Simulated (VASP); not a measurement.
# Ba (P6_3/mmc) in VASP: notebook, part 2 of 2

VASP 6.6.1. The steps go on from the part before.

## 4. Relaxation of cell and atoms, PBE (cell relaxed at zero pressure)

INCAR

```
SYSTEM = Ba
ALGO = Fast
EDIFF = 1E-7
EDIFFG = -0.005
ENCUT = 600
GGA = PE
IBRION = 2
ISIF = 3
ISMEAR = -1
LASPH = .True.
LCHARG = .False.
LREAL = .False.
LWAVE = .False.
NELM = 100
NSW = 60
PREC = Accurate
SIGMA = 0.08
```

KPOINTS

```
k-points
0
Gamma
  8 8 2
  0 0 0
```

POSCAR

```
Ba
1.0
    4.4840896630      0.0000000000      0.0000000000
   -2.2420448315      3.8833355610      0.0000000000
    0.0000000000      0.0000000000     14.5732914049
Ba
4
Direct
    0.0000000000      0.0000000000      0.0000000000
    0.0000000000      0.0000000000      0.5000000000
    0.3333333333      0.6666666667      0.2500000000
    0.6666666667      0.3333333333      0.7500000000
```

Potentials or basis: VASP PAW PBE potentials, release 64 (Ba_sv).

Run with:

```console
$ cat potpaw_PBE.64/Ba_sv/POTCAR > POTCAR
$ mpirun -np 1 vasp_std > vasp.out
```

OUTCAR:

```text
SYSTEM = Ba
   EDIFF = 1E-7
   EDIFFG = -0.005
   ENCUT = 600
   GGA = PE
   IBRION = 2
   ISIF = 3
   ISMEAR = -1
   LASPH = .True.
   LREAL = .False.
   NELM = 100
   NSW = 60
   PREC = Accurate

 ion  position               nearest neighbor table
   1  0.000  0.000  0.000-   3 4.47   4 4.47   3 4.47   4 4.47   4 4.47   3 4.47
   2  0.000  0.000  0.500-   3 4.47   4 4.47   3 4.47   4 4.47   4 4.47   3 4.47
   3  0.333  0.667  0.250-   1 4.47   2 4.47   1 4.47   2 4.47   1 4.47   2 4.47
   4  0.667  0.333  0.750-   1 4.47   2 4.47   1 4.47   2 4.47   1 4.47   2 4.47

  LATTYP: Found a hexagonal cell.
 ALAT       =     4.4840896630
 C/A-ratio  =     3.2500000000

  Lattice vectors:

 A1 = (   4.4840896630,   0.0000000000,   0.0000000000)
 A2 = (  -2.2420448315,   3.8833355610,   0.0000000000)
 A3 = (   0.0000000000,   0.0000000000,  14.5732914049)

Analysis of symmetry for initial positions (statically):
=====================================================================
 Subroutine PRICEL returns:
 Original cell was already a primitive cell.

 Routine SETGRP: Setting up the symmetry group for a
 hexagonal supercell.

 Subroutine GETGRP returns: Found 24 space group operations
 (whereof 12 operations were pure point group operations)
 out of a pool of 24 trial point group operations.

The static configuration has the point symmetry D_3d.
 The point group associated with its full space group is D_6h.

Analysis of symmetry for dynamics (positions and initial velocities):
=====================================================================
 Subroutine PRICEL returns:
 Original cell was already a primitive cell.

 Routine SETGRP: Setting up the symmetry group for a
 hexagonal supercell.

 Subroutine GETGRP returns: Found 24 space group operations
 (whereof 12 operations were pure point group operations)
 out of a pool of 24 trial point group operations.

The dynamic configuration has the point symmetry D_3d.
 The point group associated with its full space group is D_6h.

 Subroutine INISYM returns: Found 24 space group operations
[... 107 lines left out ...]
   NELECT =      40.0000    total number of electrons
   NUPDOWN=      -1.0000    fix difference up-down
   EMIN   =  10.00;   EMAX   =-10.00  energy-range for DOS
   EFERMI =   0.00;   METHOD = LEGACY
   ISMEAR =    -1;   SIGMA  =   0.08  broadening in eV -4-tet -1-fermi 0-gaus
   EFERMI_NEDOS =   21; number of points for ismear=-14 and -15
   IALGO  =     68    algorithm
   IMIX   =      4    mixing-type and parameters
     AMIX     =   0.40;   BMIX     =  1.00
     AMIX_MAG =   1.60;   BMIX_MAG =  1.00
  volume/ion in A,a.u.               =      63.44       428.13
  Fermi-wavevector in a.u.,A,eV,Ry     =   0.884333  1.671147 10.640368  0.782045
  Thomas-Fermi vector in A             =   2.005219
   LORBIT       =      0    0 simple, 1 ext, 2 COOP (PROOUT), +10 PAW based schemes
   GGA     = PE    functional components
   LHFCALC =     F    Hartree Fock is set to
   AEXX    =    0.0000 exact exchange contribution
   IVDW    =     0    specifies the selected vdW correction
   LEPSILON=     F    determine dielectric tensor
   LRPA    =     F    only Hartree local field effects (RPA)
 conjugate gradient relaxation of ions
 non-spin polarized calculation
 RMM-DIIS sequential band-by-band and
  energy-cutoff  :      600.00
  volume of cell :      253.77
 maximum number of plane-waves:      8520
 NGX is ok and might be reduce to    36
   NGX = 17   NGY = 17   NGZ = 59

--------------------------------------- Ionic step        1  -------------------------------------------

 number of electron      39.9999999 magnetization

 Free energy of the ion-electron system (eV)
  ---------------------------------------------------
  ext. energy  EPLUGINS =         0.00000000
  ---------------------------------------------------
  free energy    TOTEN  =        -7.63703660 eV

  energy without entropy =       -7.49448753  energy(sigma->0) =       -7.56576207

------------------------ aborting loop because EDIFF is reached ----------------------------------------

  FORCE on cell =-STRESS in cart. coord.  units (eV):
  Direction    XX          YY          ZZ          XY          YZ          ZX
  --------------------------------------------------------------------------------------
  -------------------------------------------------------------------------------------
  Total        0.1452361      0.1452361      0.2766266      0.0000000      0.0000000      0.0000000
  in kB        0.9169556      0.9169556      1.7464961      0.0000000      0.0000000      0.0000000
  external PRESSURE =       1.1934691 kB  Pullay stress =       0.0000000 kB
[... 215 lines left out ...]
--------------------------------------- Ionic step        7  -------------------------------------------

 number of electron      40.0000001 magnetization

 Free energy of the ion-electron system (eV)
  ---------------------------------------------------
  ext. energy  EPLUGINS =         0.00000000
  ---------------------------------------------------
  free energy    TOTEN  =        -7.63859225 eV

  energy without entropy =       -7.49444686  energy(sigma->0) =       -7.56651956

 E-fermi :   1.6261     XC(G=0):  -7.3380

 val. band max:        1.6059426858   @ k =   0.5000   0.0000   0.5000
 cond. band min:       1.6631652873   @ k =   0.3750   0.2500   0.0000
 fundamental gap:      0.0572226014
 Fermi energy:         1.6261008564

 k-point     1 :       0.0000    0.0000    0.0000
  band No.  band energies     occupation
      1     -27.3211      2.00000
      2     -27.3031      2.00000
      3     -27.3026      2.00000
      4     -27.2845      2.00000
      5     -12.7165      2.00000
      6     -12.5099      2.00000
[... 560 lines left out ...]
  FREE ENERGIE OF THE ION-ELECTRON SYSTEM (eV)
  ---------------------------------------------------
  free  energy   TOTEN  =        -7.6385922508 eV

  energy  without entropy=       -7.4944468620  energy(sigma->0) =       -7.56651956

 reached required accuracy - stopping structural energy minimisation
```

Run time: 7.7 min. Hardware: 1 thread of Intel Xeon 6975P-C (Granite Rapids), shared host; peak memory 0.46 GiB.

What came out:

```yaml
Free_energy: -7.6386 eV
Relaxed_volume: 64.38 Å³/atom
Relaxed_cell: a = 4.500 Å, b = 4.500 Å, c = 14.683 Å, α = 90.00°, β = 90.00°, γ = 120.00°
Space_group_after_relaxing_to_0.05_Å: P6_3/mmc (No. 194)
Energy_gained_by_relaxing: 0.4 meV/atom
Ionic_steps: 7
Pressure_after_relaxing: 0.0 GPa
Band_gap_on_the_k_mesh: none (metal or under the smearing width)
```

The path:
| step | energy change (eV) | largest force (eV/Å) | pressure (GPa) | volume (Å³) |
| --- | --- | --- | --- | --- |
| 1 | 0.0000 | 0.0000 | 0.12 | 253.77 |
| 2 | -0.0011 | 0.0000 | 0.06 | 255.51 |
| 3 | -0.0015 | 0.0000 | -0.01 | 257.98 |
| 4 | -0.0015 | 0.0000 | 0.00 | 257.60 |
| 5 | -0.0015 | 0.0000 | -0.01 | 257.71 |
| 6 | -0.0016 | 0.0000 | 0.02 | 257.48 |
| 7 | -0.0016 | 0.0000 | 0.00 | 257.54 |

Final structure:
```
CELL_PARAMETERS angstrom
4.50034 0.00000 0.00000
-2.25017 3.89741 0.00000
0.00000 0.00000 14.68308
ATOMIC_POSITIONS crystal
Ba 0.00000 0.00000 0.00000
Ba 0.00000 0.00000 0.50000
Ba 0.33333 0.66667 0.25000
Ba 0.66667 0.33333 0.75000
```

Levels at points of the mesh, in eV from the Fermi level:
```tsv
k point	band 18	band 19	band 20	band 21	band 22	band 23
(0.00, 0.00, 0.00)	-1.86	-1.85	-0.97	0.96	0.98	0.99
(0.50, 0.00, 0.00)	-0.84	-0.50	-0.42	0.09	0.11	0.24
(0.00, 0.00, 0.50)	-2.53	-1.18	-1.18	0.84	0.84	1.45
(0.50, 0.00, 0.50)	-0.77	-0.62	-0.62	-0.02	-0.02	0.69
```

## 5. Summary

```csv
task,cell,cutoff (eV),gap on the mesh (eV),pressure (GPa)
single point,as given,520,none,0.0
single point,cell relaxed at zero pressure,520,none,0.0
relaxation of cell and atoms,relaxed from: cell relaxed at zero pressure,600,none,0.0
```

Alike in all rows: level PBE; potentials or basis VASP PAW PBE potentials, release 64 (Ba_sv); no spin polarisation; k mesh 8 × 8 × 2; smearing fermi-dirac 0.08 eV.

Total energies depend on the potentials used, so only differences within one code and one set of settings carry meaning.
